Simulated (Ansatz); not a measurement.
Fluorite SrF₂, treated with PBE0-D3(BJ) in Ansatz (plane waves, PAW).

Numerical settings: plane-wave cutoff 460 eV, 8×8×8 k mesh, Fermi–Dirac smearing 0.01 eV, scalar-relativistic PAW data made under PBE.

The cell is scaled about its equilibrium volume:

| V (Å³/atom) | P (GPa) | direct gap at Γ (eV) | smallest gap on the k mesh (eV) |
|---|---|---|---|
| 15.153 | 4.28 | 10.270 | 10.188 |
| 15.552 | 1.99 | 10.116 | 10.028 |
| 15.989 | -0.17 | 9.954 | 9.861 |
| 16.349 | -1.72 | 9.826 | 9.730 |
| 16.748 | -3.22 | 9.689 | 9.589 |

The fundamental gap (9.88 eV at the equilibrium volume, on the SCF mesh) lies elsewhere than Γ–Γ.

Measured, for comparison: band gap 11.1 eV (temperature not stated, not corrected to a static lattice; as tabulated in Aguado et al. (1999), arXiv:cond-mat/9901145).

Spin–orbit coupling is not included.

Ansatz is an electronic-structure program.
